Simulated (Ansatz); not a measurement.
K: relaxation of cell and atoms with r2SCAN

Crystal: K.

```xyz
1
Lattice="0.0000 3.3919 3.3919 3.3919 0.0000 3.3919 3.3919 3.3919 0.0000" Properties=species:S:1:pos:R:3 pbc="T T T"
K     0.0000    0.0000    0.0000
```

This isn't the form of K at room conditions, which is bcc.

* Program: Ansatz 0.2.0
* Task: relaxation of cell and atoms
* Functional: r2SCAN
* Potentials or basis: Ansatz PAW
* Cutoff: 500 eV (not typed: the program's choice for these potentials)
* k mesh: 7 × 7 × 7
* Occupations: fermi-dirac, width 0.05 eV
* Spin: no spin polarisation
* Target pressure: 30 GPa
* Target pressure (GPa): 30

| Property | Result |
| --- | --- |
| Relaxed volume | 22.13 Å³/atom |
| Relaxed cell | a = 3.151 Å, b = 3.151 Å, c = 3.151 Å, α = 60.00°, β = 60.00°, γ = 60.00° |
| Space group after relaxing (to 0.05 Å) | Fm-3m (No. 225) |
| Energy change on relaxing (the enthalpy is what falls) | +2276.7 meV/atom |
| Ionic steps | 11 |
| Pressure after relaxing | 30.0 GPa |
| Band gap on the k mesh | none (metal or under the smearing width) |

The path:
| step | energy change (eV) | largest force (eV/Å) | volume (Å³) |
| --- | --- | --- | --- |
| 1 | 0.0000 | 0.0000 | 78.05 |
| 2 | 0.0144 | 0.0000 | 67.18 |
| 3 | 0.0793 | 0.0000 | 57.37 |
| 4 | 0.2178 | 0.0000 | 48.57 |
| 5 | 0.4615 | 0.0000 | 40.71 |
| 6 | 0.8534 | 0.0000 | 33.77 |
| 7 | 1.4441 | 0.0000 | 27.65 |
| 8 | 2.2395 | 0.0000 | 22.32 |
| 9 | 2.2840 | 0.0000 | 22.08 |
| 10 | 2.2756 | 0.0000 | 22.13 |
| 11 | 2.2767 | 0.0000 | 22.13 |

Final structure:
```
K
1.0
     0.00000    2.22829    2.22829
     2.22829    0.00000    2.22829
     2.22829    2.22829    0.00000
K
1
Direct
  0.00000 0.00000 0.00000
```

Levels at points of the mesh, in eV from the Fermi level:
```csv
k point,band 3,band 4,band 5,band 6,band 7,band 8
"(0.00, 0.00, 0.00)",-16.35,-16.35,-3.32,4.50,4.50,4.50
```

It took 17 s on 2 threads of Arm Neoverse V1, with other jobs on the host, peak memory 0.49 GiB.

Caveat: the volume moved by over 15 % at a fixed basis, so the end points are rough; the plane-wave basis is chosen anew once the cell has moved, so the energies of steps on either side of that aren't comparable; the PAW data sets come from PBE, with cores solved anew for the run's functional, which leaves a small shift of forces and pressure.
